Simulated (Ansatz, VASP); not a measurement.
One calculation of SnSe, two programs

```
Sn Se
1.0
     3.10387    0.00000    0.00000
     0.00000    3.10387    0.00000
     0.00000    0.00000    3.10387
Sn Se
1 1
Cartesian
  0.0000 0.0000 0.0000
  1.5519 1.5519 1.5519
```

Change from the starting cell: volume scaled by 0.6, PAW files.

Alike in both runs: task single point; functional PBE; k mesh 14 × 14 × 14; occupations fermi-dirac, width 0.1 eV; no spin polarisation.

|  | VASP | Ansatz |
| --- | --- | --- |
| version | VASP 6.6.1 | Ansatz 0.2.0 |
| potentials or method | VASP PAW PBE potentials, release 64 (Sn_d, Se) | PAW with Ansatz's default frozen-core files, scalar-relativistic |
| plane-wave cutoff (eV) | 520 | 420 |
| valence electrons in the cell | 20 | 30 |

|  | VASP | Ansatz | Ansatz less VASP |
| --- | --- | --- | --- |
| pressure (GPa) | 80.7 | 80.3 | -0.38 |

With one functional, cell and mesh, what is left measures potentials, basis and numerics. The two sets of potentials don't hold the same shells in valence.

Caveats: the cell as given lies far from equilibrium; so large a pressure means that the cell lies far from this level's equilibrium, or that cutoff or potentials fall short (VASP).
